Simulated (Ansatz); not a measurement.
The system is TiTe2.

```
Te Ti
1.0
     3.77700    0.00000    0.00000
    -1.88850    3.27098    0.00000
     0.00000    0.00000    6.49800
Te Ti
2 1
Cartesian
  0.0000 2.1807 4.7903
  1.8885 1.0903 1.7077
  0.0000 0.0000 0.0000
```

- Program: Ansatz 0.2.0
- Task: relaxation of cell and atoms
- Functional: PBE
- Potentials or basis: Ansatz PAW
- Cutoff: 420 eV (not typed: the program's choice for these potentials)
- k mesh: 8 × 8 × 4
- Occupations: fermi-dirac, width 0.05 eV
- Spin: no spin polarisation
- Hubbard terms: Ti d U = 6 eV

At the start: volume 26.76 Å³/atom.

Q: How do energy, volume and symmetry change on relaxing?

A: It ends after 13 steps and the volume is 35.62 Å³/atom (+33.1 %); space group P-3m1 (No. 164, to 0.05 Å).

The path:
```csv
step,energy change (eV),largest force (eV/Å),volume (Å³)
1,0.0000,0.2745,80.28
2,-0.2803,0.2843,90.44
3,-0.3241,0.2637,97.54
4,-0.3350,0.0306,97.99
5,-0.3377,0.0182,98.90
6,-0.3393,0.0194,100.41
7,-0.3393,0.0010,100.76
8,-0.3465,0.0013,100.76
9,-0.3481,0.0027,102.49
10,-0.3491,0.0081,105.01
11,-0.3492,0.0048,105.94
12,-0.3491,0.0030,106.85
13,-0.3499,0.0029,106.85
```

Final structure:
```
Te Ti
1.0
     4.04271    0.00000    0.00000
    -2.02135    3.50109    0.00000
     0.00000    0.00000    7.54890
Te Ti
2 1
Cartesian
  0.0000 2.3341 5.8920
  2.0214 1.1670 1.6569
  0.0000 0.0000 0.0000
```

Caveat: the volume moved by over 15 % at a fixed basis, so the end points are rough; the plane-wave basis is chosen anew once the cell has moved, so the energies of steps on either side of that aren't comparable; this functional lacks dispersion, which binds the layers, so the pressure and a relaxed spacing across them are unreliable, and here the layers came unbound; the U is typed as a test and isn't derived for this compound.
